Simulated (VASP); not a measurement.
This VASP 6.6.1 run on Ba needs a look.

The input INCAR:

```
PREC = Accurate
ENCUT = 520
EDIFF = 1E-6
ISMEAR = 1
SIGMA = 0.1
LREAL = False
LASPH = True
NELM = 96
ALGO = Fast
ISIF = 2
LWAVE = False
LCHARG = False
GGA = PE
IVDW = 99
LOPTICS = True
NBANDS = 37
NEDOS = 2000
CSHIFT = 0.1
```

Contents of KPOINTS:

```
regular mesh
0
Gamma
  7 7 7
```

Contents of POSCAR:

```
Ba
1.0
    0.0000000000      3.2326650028      3.2326650028
    3.2326650028      0.0000000000      3.2326650028
    3.2326650028      3.2326650028      0.0000000000
Ba
1
Direct
    0.0000000000      0.0000000000      0.0000000000
```

Potentials or basis: VASP PAW PBE potentials, release 64 (Ba_sv).

Run with:

```bash
$ cat potpaw_PBE.64/Ba_sv/POTCAR > POTCAR
$ mpirun -np 1 vasp_std > vasp.out
```

OUTCAR:

```text
PREC = Accurate
   ENCUT = 520
   EDIFF = 1E-6
   ISMEAR = 1
   LREAL = False
   LASPH = True
   NELM = 96
   ISIF = 2
   GGA = PE
   IVDW = 99

 ion  position               nearest neighbor table
   1  0.000  0.000  0.000-

[... 338 lines left out ...]
     2.82085    -4.34834    -4.34834    -4.34834    -0.00000     0.00000    -0.00000
     3.52607    -1.63053    -1.63053    -1.63053    -0.00000    -0.00000    -0.00000
[... 92 lines left out ...]
    69.11093     0.95360     0.95360     0.95360     0.00000     0.00000    -0.00000
    69.81615     0.95461     0.95461     0.95461     0.00000     0.00000    -0.00000

  frequency dependent IMAGINARY DIELECTRIC FUNCTION (independent particle, no local field effects) current-current
     E(ev)      X         Y         Z        XY        YZ        ZX
  --------------------------------------------------------------------------------------------------------------
     0.00000   301.90778   301.90778   301.90778     0.00000     0.00000     0.00000
     0.70521    33.22102    33.22102    33.22102    -0.00000    -0.00000     0.00000
     1.41043    17.88643    17.88643    17.88643    -0.00000     0.00000    -0.00000
     2.11564     6.89867     6.89867     6.89867    -0.00000    -0.00000    -0.00000
     2.82085     1.71046     1.71046     1.71046    -0.00000    -0.00000     0.00000
     3.52607     1.02690     1.02690     1.02690    -0.00000     0.00000    -0.00000
[... 92 lines left out ...]
    69.11093     0.00001     0.00001     0.00001     0.00000    -0.00000    -0.00000
    69.81615     0.00001     0.00001     0.00001     0.00000    -0.00000    -0.00000

  frequency dependent      REAL DIELECTRIC FUNCTION (independent particle, no local field effects) current-current
     E(ev)        X           Y           Z          XY          YZ          ZX
  --------------------------------------------------------------------------------------------------------------
     0.00000    48.28372    48.28372    48.28372     0.00000     0.00000     0.00000
     0.70521   -17.35107   -17.35107   -17.35107     0.00000     0.00000    -0.00000
     1.41043    -6.17520    -6.17520    -6.17520     0.00000     0.00000    -0.00000
     2.11564    -6.82604    -6.82604    -6.82604     0.00000    -0.00000     0.00000
     2.82085    -4.41690    -4.41690    -4.41690     0.00000    -0.00000    -0.00000
     3.52607    -1.64995    -1.64995    -1.64995     0.00000    -0.00000     0.00000
[... 92 lines left out ...]
    69.11093     0.95372     0.95372     0.95372     0.00000     0.00000    -0.00000
    69.81615     0.95472     0.95472     0.95472     0.00000     0.00000    -0.00000
```

On the terminal:

```text
POSCAR found type information on POSCAR Ba
 POSCAR found :  1 types and       1 ions
 scaLAPACK will be used
 LDA part: xc-table for (Slater+PW92), standard interpolation
 POSCAR, INCAR and KPOINTS ok, starting setup
 FFT: planning ... GRIDC
 FFT: planning ... GRID_SOFT
 FFT: planning ... GRID
 WAVECAR not read
 entering main loop
 optical routines
 imaginary and real dielectric function
 recalculating local potential from charge density
 direction            1
 direction            2
 direction            3
```

Task: Diagnose the run.

Result: The run converged. The input holds a flaw that was put in on purpose: unknown dispersion method (IVDW = 99). The program doesn't stop on it, so the numbers can't be trusted though the run ends normally.
